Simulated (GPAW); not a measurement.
Runs of GPAW 26.7.0 on AlN. Symmetry: F-43m, No. 216, cubic system. Conventional cell: a = 4.368 Å, b = 4.368 Å, c = 4.368 Å, α = 90.00°, β = 90.00°, γ = 90.00°. Al (site symmetry -43m) has 4 N at 1.89 Å as nearest neighbours. Around N (site symmetry -43m) lie 4 Al at 1.89 Å. Measurements of this composition are mostly on another form, of space group No. 186.

| task | level | potentials or basis | k mesh | cutoff (eV) | smearing | response ecut | response k mesh | response bands | kernels | coarser k mesh | gap on the mesh (eV) |
| --- | --- | --- | --- | --- | --- | --- | --- | --- | --- | --- | --- |
| dielectric tensor | LDA | the program's PAW data sets (release 1.2.1) made for this functional, pw | 8 × 8 × 8 | 550 | fermi-dirac 0.001 eV | 80 eV | 26 × 26 × 26 | 24 | ["RPA"] | 26 × 26 × 26 | 3.22 |
| dielectric tensor | PBEsol | PAW data sets generated in the run's folder for this functional, pw | 8 × 8 × 8 | 550 | fermi-dirac 0.001 eV | 80 eV | 26 × 26 × 26 | 24 | ["RPA"] | 26 × 26 × 26 | 3.16 |
| electron localisation function | PW91 | PAW data sets generated in the run's folder for this functional, pw | 6 × 6 × 6 | 680 | fermi-dirac 0.01 eV | - | - | - | - | - | (a) |
| dielectric tensor | AM05 | PAW data sets generated in the run's folder for this functional, pw | 8 × 8 × 8 | 550 | fermi-dirac 0.001 eV | 80 eV | 26 × 26 × 26 | 24 | ["RPA"] | 26 × 26 × 26 | 3.16 |

Alike in all rows: no spin polarisation; cell as given.

Task: Fill in the values left out.

Result: (a) 3.35.

Caveats: the long-wavelength limit can be off by a per cent or two (some runs).

A k mesh can miss the band edges.
